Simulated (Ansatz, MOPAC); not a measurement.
## The equilibrium volume of NaCl, sorted by core time

The structure is cubic, space group Fm-3m (No. 225). The conventional cell has a = 5.588 Å, b = 5.588 Å, c = 5.588 Å, α = 90.00°, β = 90.00°, γ = 90.00°. Cl (site symmetry m-3m) is surrounded by 6 Na at 2.79 Å. Na (site symmetry m-3m) has 6 Cl at 2.79 Å as nearest neighbours.

The cell is a database's computed one, not the measured one.

| rung | level | program and potentials | cutoff (eV) | k mesh | smearing | task | core time | chip | equilibrium volume (Å³/atom) | notes |
| --- | --- | --- | --- | --- | --- | --- | --- | --- | --- | --- |
| GGA + dispersion | PBEsol+D3(BJ)+ATM | Ansatz, Ansatz PAW | 420 | 8 × 8 × 8 | fermi-dirac 0.05 | relaxation of cell and atoms | 4.2 s | Intel Xeon | 20.91 | potentials made for PBE, which Ansatz adapts in part |
| GGA | PBE | Ansatz, Ansatz PAW | 420 | 8 × 8 × 8 | fermi-dirac 0.05 | relaxation of cell and atoms | 5.2 s | Arm Neoverse V1 | 23.06 | - |
| GGA | PBEsol | Ansatz, Ansatz PAW (files of its older set among them) | 700 | 8 × 8 × 8 | fermi-dirac 0.05 | equation of state | 11 s | Intel Xeon | 21.98 | potentials made for PBE, which Ansatz adapts in part |
| GGA + dispersion | RPBE+D4 | Ansatz, all-electron LAPW, scalar-relativistic | - | 8 × 8 × 8 | fermi-dirac 0.05 | relaxation of cell and atoms | 11 s | Arm Neoverse V1 | 23.40 | - |
| GGA | PBEsol | Ansatz, PseudoDojo stringent | 1197 | 8 × 8 × 8 | fermi-dirac 0.05 | equation of state | 14 s | Intel Xeon | 21.99 | potentials made for PBE |
| hybrid | HSEsol | Ansatz, Ansatz PAW | 420 | 4 × 4 × 4 | fermi-dirac 0.05 | relaxation of cell and atoms | 19 s | Arm Neoverse V2 | 21.78 | coarse mesh; potentials made for PBE, which Ansatz adapts in part |
| GGA | PBEsol | Ansatz, JTH PAW | 1440 | 8 × 8 × 8 | fermi-dirac 0.05 | equation of state | 21 s | Intel Xeon | 22.15 | potentials made for PBE |
| tight binding or semi-empirical | PM7 | MOPAC, the method's own minimal valence basis | - | 1 × 1 × 1 | none | equation of state | 22 s | Arm Neoverse V2 | 22.02 | coarse mesh; Γ point of a 3 × 3 × 3 supercell |
| hybrid | PBE0 | Ansatz, Ansatz PAW | 420 | 4 × 4 × 4 | fermi-dirac 0.05 | relaxation of cell and atoms | 29 s | Arm Neoverse V1 | 22.53 | coarse mesh; potentials made for PBE, which Ansatz adapts in part |

Times are single runs on shared hosts and different chips, so they are rough; meshes, cutoffs and the tasks' sizes weigh on the time. All rows: no spin polarisation. Smearing widths are in eV. Meshes differ between rows, which moves values too. Meshes are those of the run's cell of 2 atoms unless a note names another. Relaxations start from the cell shown or near it and stop with a little pressure left. Runs on faulty files, with rough fits or with known faults for this quantity aren't shown. No row holds spin-orbit coupling.

By rung: GGA + dispersion 20.91 to 23.40; GGA 21.98 to 23.06; tight binding or semi-empirical on coarse meshes 22.02; hybrid on coarse meshes 21.78 to 22.53 (Å³/atom).
